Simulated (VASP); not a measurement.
Wanted: the native input for a VASP 6.6.1 run.

- Task: relaxation of the atoms
- Functional: PBE
- Dispersion: D4
- Potentials or basis: VASP PAW PBE potentials, release 64 (Cd, Te)
- Cutoff: 520 eV
- k mesh: 9 × 9 × 1
- Occupations: gaussian, width 0.05 eV
- Spin: no spin polarisation
- Dipole correction: yes
- Atoms held fixed (from 0): [0]
- Further INCAR settings: ALGO = Normal; EDIFF = 1e-06; IBRION = 2; EDIFFG = -0.005; NSW = 60

The structure of CdTe lies in POSCAR:

```
CdTe
1.0
    3.0380000000      0.0000000000      0.0000000000
    0.0000000000      3.0380000000      0.0000000000
    0.0000000000      0.0000000000     31.5700000000
Cd Te
1 1
Selective dynamics
Direct
    0.0000000000      0.0000000000      0.2383800000  F F F
    0.5000000000      0.5000000000      0.3317800000  T T T
```

The cell was built by a generator and needn't be a form met in nature.

One way to write it, as run:

INCAR

```
SYSTEM = CdTe
PREC     = Accurate       ! precision mode
ENCUT    = 520            ! plane-wave cutoff, eV
EDIFF    = 1E-6           ! SCF threshold, eV
ISMEAR   = 0              ! smearing method
SIGMA    = 0.05           ! smearing width, eV
LREAL    = .FALSE.        ! projectors in reciprocal space
LASPH    = .TRUE.         ! aspherical terms in the spheres
NELM     = 80             ! most SCF steps
ALGO     = Normal         ! electronic algorithm
ISIF     = 2              ! what is computed and relaxed
LWAVE    = .FALSE.        ! write WAVECAR
LCHARG   = .FALSE.        ! write CHGCAR
LDIPOL   = .TRUE.       
IDIPOL   = 3            
DIPOL    = 0.5 0.5 0.285
GGA      = PE             ! functional
IVDW     = 13             ! dispersion correction
IBRION   = 2              ! ionic algorithm
NSW      = 60             ! ionic steps
EDIFFG   = -0.005         ! ionic threshold
```

KPOINTS

```
regular mesh
0
G
  9 9 1
  0 0 0
```

Potentials or basis: VASP PAW PBE potentials, release 64 (Cd, Te).

Run with:

```sh
$ cat potpaw_PBE.64/Cd/POTCAR potpaw_PBE.64/Te/POTCAR > POTCAR
$ mpirun -np 1 vasp_std > vasp.out
```

Results of the run:

| Property | Result |
| --- | --- |
| Energy gained by relaxing | 0.0 meV/atom |
| Ionic steps | 4 |
| Band gap on the k mesh | none (metal or under the smearing width) |
| Dispersion energy per atom | -0.301 eV |

Wall time 100 s on 1 thread of AMD EPYC 7R13 Processor (Zen 3), with other jobs on the host, peak memory 0.39 GiB.
